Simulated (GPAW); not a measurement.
Input and output of a self-consistent single point for AlSb (R3m, 2 atoms in the cell) (GPAW)

Method of the run: PBE, GPAW PAW datasets PBE (gpaw-data 1.0.1) (plane waves; GPAW).

Input:

```python
from ase import Atoms
from ase.units import GPa
from gpaw import GPAW, PW, FermiDirac

atoms = Atoms(['Al', 'Sb'],
              cell=[[0.000000, 3.060790, 3.060790],
                    [3.060790, 0.000000, 3.060790],
                    [3.060790, 3.060790, 0.000000]],
              scaled_positions=[[0.004716, 0.004716, 0.004716],
                                [0.250000, 0.250000, 0.250000]],
              pbc=True)

calc = GPAW(mode=PW(600),
            xc='PBE',
            kpts={'size': (4, 4, 4), 'gamma': True},
            occupations=FermiDirac(0.01),
            nbands=-6,
            convergence={'bands': -4},
            symmetry={'symmorphic': False, 'tolerance': 0.0005},
            maxiter=120,
            txt='-')

atoms.calc = calc

energy = atoms.get_potential_energy()
print('Energy (eV):', round(energy, 6))
forces = atoms.get_forces()
print('Forces (eV/Ang):')
print(forces.round(5))
stress = atoms.get_stress()
print('Stress (GPa, Voigt):', (stress / GPa).round(4))
```

The program printed (abridged):

```
Input parameters:
  convergence: {bands: -4}
  kpts: {gamma: True,
         size: (4, 4, 4)}
  maxiter: 120
  mode: {ecut: 600.0,
         name: pw}
  nbands: -6
  occupations: {fixmagmom: False,
                name: fermi-dirac,
                width: 0.01}
  symmetry: {symmorphic: False,
             tolerance: 0.0005}
  xc: PBE

species:
  Al:
    name: Aluminium
    Z: 13.0
    valence: 3
    core: 10
    charge: 0.0
    file: Al.PBE.gz

    # Using partial waves for Al as LCAO basis

  Sb:
    name: Antimony
    Z: 51.0
    valence: 15
    core: 36
    charge: 0.0
    file: Sb.PBE.gz

    # Using partial waves for Sb as LCAO basis

Reference energy: -182884.981513  # eV

Spin-paired calculation

Convergence criteria:
 Maximum [total energy] change in last 3 cyles: 0.0005 eV / valence electron
 Maximum integral of absolute [dens]ity change: 0.0001 electrons / valence electron
 Maximum integral of absolute [eigenst]ate change: 4e-08 eV^2 / valence electron
 Maximum number of scf [iter]ations: 120

Symmetries present (total): 6
Symmetries with fractional translations: 0
64 k-points: 4 x 4 x 4 Monkhorst-Pack grid + [1/8,1/8,1/8]
13 k-points in the irreducible part of the Brillouin zone
       k-points in crystal coordinates                weights
   0:     0.00000000    0.00000000    0.00000000          1/64
   1:     0.25000000    0.00000000   -0.25000000          6/64
   2:     0.25000000    0.00000000    0.00000000          6/64
   [... 7 lines left out ...]
          ...
  12:     0.50000000    0.50000000    0.50000000          1/64

Wave functions: Plane wave expansion
  Cutoff energy: 600.000 eV
  Number of coefficients (min, max): 1912, 1924
  Pulay-stress correction: 0.000000 eV/Ang^3 (de/decut=0.000000)

Occupation numbers: Fermi-Dirac:
  width: 0.0100  # eV

Eigensolver

Densities:
  Coarse grid: 25*25*25 grid
  Fine grid: 50*50*50 grid
  Total Charge: 0.000000

Density mixing:
  Method: separate
  Backend: pulay
  Linear mixing parameter: 0.05
  old densities: 5
  Damping of long wavelength oscillations: 50

Hamiltonian:
  XC and Coulomb potentials evaluated on a 50*50*50 grid
  External potential:
    NoExternalPotential

XC parameters: PBE with 2 nearest neighbor stencil

Number of atoms: 2
Number of atomic orbitals: 13
Number of bands in calculation: 15
Number of valence electrons: 18
Bands to converge: 11

Density initialized from atomic densities
  13 bands from LCAO basis set
  2 bands from random numbers

Atomic positions and initial magnetic moments

Positions:
   0 Al     0.028869    0.028869    0.028869    ( 0.0000,  0.0000,  0.0000)
   1 Sb     1.530395    1.530395    1.530395    ( 0.0000,  0.0000,  0.0000)

Unit cell:
           periodic     x           y           z      points  spacing
  1. axis:    yes    0.000000    3.060790    3.060790    25     0.1414
  2. axis:    yes    3.060790    0.000000    3.060790    25     0.1414
  3. axis:    yes    3.060790    3.060790    0.000000    25     0.1414

  Lengths:   4.328611   4.328611   4.328611
  Angles:   60.000000  60.000000  60.000000

Effective grid spacing dv^(1/3) = 0.1543

     iter     time        total  log10-change:
                         energy   eigst   dens
iter:   1 --:--:--    -8.339280   +1.10
iter:   2 --:--:--    -8.371510   +0.37  -1.21
iter:   3 --:--:--    -8.337447   -0.78  -1.22
iter:   4 --:--:--    -8.347115   -1.54  -1.75
iter:   5 --:--:--    -8.340764   -2.36  -1.98
iter:   6 --:--:--    -8.339992c  -3.85  -2.34
iter:   7 --:--:--    -8.339415c  -4.53  -2.54
iter:   8 --:--:--    -8.339388c  -5.44  -3.17
iter:   9 --:--:--    -8.339391c  -6.12  -3.66
iter:  10 --:--:--    -8.339391c  -7.01  -3.73
iter:  11 --:--:--    -8.339394c  -6.44  -3.88
iter:  12 --:--:--    -8.339394c  -6.93  -4.22c
iter:  13 --:--:--    -8.339393c  -7.19  -4.19c
iter:  14 --:--:--    -8.339393c  -6.85  -4.06c
iter:  15 --:--:--    -8.339393c  -8.16c -4.52c

Converged after 15 iterations.

Dipole moment: (-4.785332, -4.785332, -4.785332) |e|*Ang

Energy contributions relative to reference atoms: (reference = -182884.981513)

Kinetic:         +6.769178
Potential:       -5.618238
External:        +0.000000
XC:              -9.683397
Entropy (-ST):   -0.000000
Local:           +0.193063
SIC:             +0.000000
--------------------------
Free energy:     -8.339393
Extrapolated:    -8.339393

Showing only first 2 kpts
 Kpt  Band  Eigenvalues  Occupancy
  0     7      4.54699    2.00000
  0     8      4.54699    2.00000
  0     9      6.13529    0.00000
  0    10      7.53218    0.00000

  1     7      1.60563    2.00000
  1     8      3.42958    2.00000
  1     9      6.96183    0.00000
  1    10      9.25528    0.00000

Fermi level: 4.87997

Gap: 1.109 eV
Transition (v -> c):
  (s=0, k=0, n=8, [0.00, 0.00, 0.00]) -> (s=0, k=10, n=9, [0.50, 0.50, 0.00])
Direct/indirect transitions are different
Direct gap: 1.588 eV
Transition at: (s=0, k=0, n=8, [0.00, 0.00, 0.00])
Energy (eV): -8.339393

Forces in eV/Ang:
  0 Al   -0.26491   -0.26491   -0.26491
  1 Sb    0.26613    0.26613    0.26613

Stress tensor:
    -0.018567    -0.004408    -0.004408
    -0.004408    -0.018567    -0.004408
    -0.004408    -0.004408    -0.018567
Stress (GPa, Voigt): [-2.9747 -2.9747 -2.9747 -0.7062 -0.7062 -0.7062]
```

The run converged in 15 iterations. GPAW prints stress with tension positive.

The starting cell has typed, rounded lattice constants, without a prior relaxation at this level. Its lattice was rescaled by up to half a per cent. One atom was moved a little off its site on purpose. Spin-orbit coupling is off.
